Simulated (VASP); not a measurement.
Runs of VASP 6.6.1 on MgS (Niningerite). Symmetry: Fm-3m, No. 225, cubic system. Conventional cell: a = 5.203 Å, b = 5.203 Å, c = 5.203 Å, α = 90.00°, β = 90.00°, γ = 90.00°. S (site symmetry m-3m) has 6 Mg at 2.60 Å as nearest neighbours. Mg (site symmetry m-3m) is surrounded by 6 S at 2.60 Å. 

```csv
task,level,potentials or basis,cell,k mesh,smearing,ladder,grid for exact exchange (PRECFOCK),screening parameter,gap on the mesh (eV),pressure (GPa),V0 of scaled cells (Å³/atom),B0 (GPa)
single point,PBEsol,"VASP PAW PBE potentials, release 64 (S, Mg)","Fm-3m, 17.61 Å³/atom",9 × 9 × 9,fermi-dirac 0.05 eV,free,-,-,2.83,-1.1,-,-
band structure,TB-mBJ,"VASP PAW PBE potentials, release 64 (S, Mg)","Fm-3m, 17.61 Å³/atom",10 × 10 × 10,gaussian 0.02 eV,gaps,-,-,4.00,-,-,-
band structure,LDA,"VASP PAW LDA potentials, release 64 (S, Mg)","Fm-3m, 17.61 Å³/atom",10 × 10 × 10,gaussian 0.02 eV,gaps,-,-,2.56,-3.8,-,-
equation of state,PBEsol,"VASP PAW PBE potentials, release 64 (S, Mg)","Fm-3m, 17.61 Å³/atom",9 × 9 × 9,fermi-dirac 0.05 eV,free,-,-,-,-,17.36,79
single point,PBEsol,"VASP PAW PBE potentials, release 64 (S, Mg)","atoms moved at random, drawn with an rms of 0.05 Å",9 × 9 × 9,fermi-dirac 0.05 eV,free,-,-,2.84,-0.9,-,-
equation of state,HSE06,"VASP PAW PBE potentials, release 64 (S, Mg)","Fm-3m, 17.45 Å³/atom",6 × 6 × 6,gaussian 0.02 eV,gaps,Fast,0.2 1/A,-,-,(d),81
band structure,PBEsol,"VASP PAW PBE potentials, release 64 (S, Mg)","Fm-3m, 17.61 Å³/atom",10 × 10 × 10,gaussian 0.02 eV,gaps,-,-,(c),-1.1,-,-
band structure,r2SCAN,"VASP PAW PBE potentials, release 64 (S, Mg)","Fm-3m, 17.61 Å³/atom",10 × 10 × 10,gaussian 0.02 eV,gaps,-,-,(a),(b),-,-
```

Alike in all rows: no spin polarisation; cutoff (eV) 520.

Question: Fill in the values left out.

Answer: (a) 3.43; (b) -0.5; (c) 2.70; (d) 17.46.

Caveats: the PAW data sets were made with another functional, which shifts forces and pressure a little (some runs); an odd mesh through Γ misses points on the zone boundary, where band edges often lie (some runs).
